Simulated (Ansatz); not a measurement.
# Li16O7: the cost of one run

Program: Ansatz 0.2.0. Level of theory: DFT, PBE, plane-wave PAW, default files, scalar-relativistic, as far as a step names no other. These are calculated values, not measurements.

1 further run of the same task is left out (it didn't finish).

### Step 1. The starting structure

Symmetry: Fm-3m, No. 225, cubic system. Conventional cell: a = 9.307 Å, b = 9.307 Å, c = 9.307 Å, α = 90.00°, β = 90.00°, γ = 90.00°. Li (site symmetry 3m) is surrounded by 4 O at 2.02 Å. Li (site symmetry 3m) is surrounded by 3 O at 2.02 Å. O (site symmetry mmm) is surrounded by 8 Li at 2.02 Å. O (site symmetry m-3m) is surrounded by 8 Li at 2.02 Å.

As a file:

```cif
data_structure
_symmetry_space_group_name_H-M 'P 1'
_symmetry_Int_Tables_number 1
_cell_length_a 6.5813
_cell_length_b 6.5813
_cell_length_c 6.5813
_cell_angle_alpha 60.000
_cell_angle_beta 60.000
_cell_angle_gamma 60.000
_cell_volume 201.57
loop_
_atom_site_label
_atom_site_type_symbol
_atom_site_fract_x
_atom_site_fract_y
_atom_site_fract_z
_atom_site_occupancy
Li1 Li 0.37500 0.37500 0.37500 1
Li2 Li 0.37500 0.37500 0.87500 1
Li3 Li 0.37500 0.87500 0.37500 1
Li4 Li 0.37500 0.87500 0.87500 1
Li5 Li 0.87500 0.37500 0.37500 1
Li6 Li 0.87500 0.37500 0.87500 1
Li7 Li 0.87500 0.87500 0.37500 1
Li8 Li 0.87500 0.87500 0.87500 1
Li9 Li 0.12500 0.12500 0.12500 1
Li10 Li 0.12500 0.12500 0.62500 1
Li11 Li 0.12500 0.62500 0.12500 1
Li12 Li 0.12500 0.62500 0.62500 1
Li13 Li 0.62500 0.12500 0.12500 1
Li14 Li 0.62500 0.12500 0.62500 1
Li15 Li 0.62500 0.62500 0.12500 1
Li16 Li 0.62500 0.62500 0.62500 1
O1 O 0.00000 0.00000 0.50000 1
O2 O 0.00000 0.50000 0.00000 1
O3 O 0.00000 0.50000 0.50000 1
O4 O 0.50000 0.00000 0.00000 1
O5 O 0.50000 0.00000 0.50000 1
O6 O 0.50000 0.50000 0.00000 1
O7 O 0.50000 0.50000 0.50000 1
```

The vacant site is at (0.000, 0.000, 0.000) in fractional coordinates of the input's cell.

### Step 2. Gradients at the starting positions

input.yaml

```yaml
crystal:
  lattice:
    - [0.0, 4.6537087638, 4.6537087638]
    - [4.6537087638, 0.0, 4.6537087638]
    - [4.6537087638, 4.6537087638, 0.0]
  atoms:
    - { symbol: Li, position: [0.375, 0.375, 0.375] }
    - { symbol: Li, position: [0.375, 0.375, 0.875] }
    - { symbol: Li, position: [0.375, 0.875, 0.375] }
    - { symbol: Li, position: [0.375, 0.875, 0.875], spin: 0.5 }
    - { symbol: Li, position: [0.875, 0.375, 0.375] }
    - { symbol: Li, position: [0.875, 0.375, 0.875], spin: 0.5 }
    - { symbol: Li, position: [0.875, 0.875, 0.375], spin: 0.5 }
    - { symbol: Li, position: [0.875, 0.875, 0.875], spin: 0.5 }
    - { symbol: Li, position: [0.125, 0.125, 0.125], spin: 0.5 }
    - { symbol: Li, position: [0.125, 0.125, 0.625], spin: 0.5 }
    - { symbol: Li, position: [0.125, 0.625, 0.125], spin: 0.5 }
    - { symbol: Li, position: [0.125, 0.625, 0.625] }
    - { symbol: Li, position: [0.625, 0.125, 0.125], spin: 0.5 }
    - { symbol: Li, position: [0.625, 0.125, 0.625] }
    - { symbol: Li, position: [0.625, 0.625, 0.125] }
    - { symbol: Li, position: [0.625, 0.625, 0.625] }
    - { symbol: O, position: [0.0, 0.0, 0.5] }
    - { symbol: O, position: [0.0, 0.5, 0.0] }
    - { symbol: O, position: [0.0, 0.5, 0.5] }
    - { symbol: O, position: [0.5, 0.0, 0.0] }
    - { symbol: O, position: [0.5, 0.0, 0.5] }
    - { symbol: O, position: [0.5, 0.5, 0.0] }
    - { symbol: O, position: [0.5, 0.5, 0.5] }
magnetization:
  spin_polarized: true
total_charge: 1
kpoints:
  mp_grid: { grid: [4, 4, 4] }
scf:
  occupations: { method: fermi_dirac, width: 0.01 }
hamiltonian:
  xc: pbe
  pseudopotentials: { kind: paw }
output:
  forces: true
  stress: true
  populations: true
  efg:
    quadrupole_moments_barn: { Li: -0.0401, O: -0.02558 }
    contact_densities: true
```

Run with:

```
ansatz run input.yaml --threads 1 --pin off --max-ram 3072MiB --backend cpu --events-out ev --progress --plain --runs-dir out
```

Q: Estimate wall time and peak memory on 1 thread of Arm Neoverse V2, shared host.

About 29 s, with a peak of 0.59 GiB.
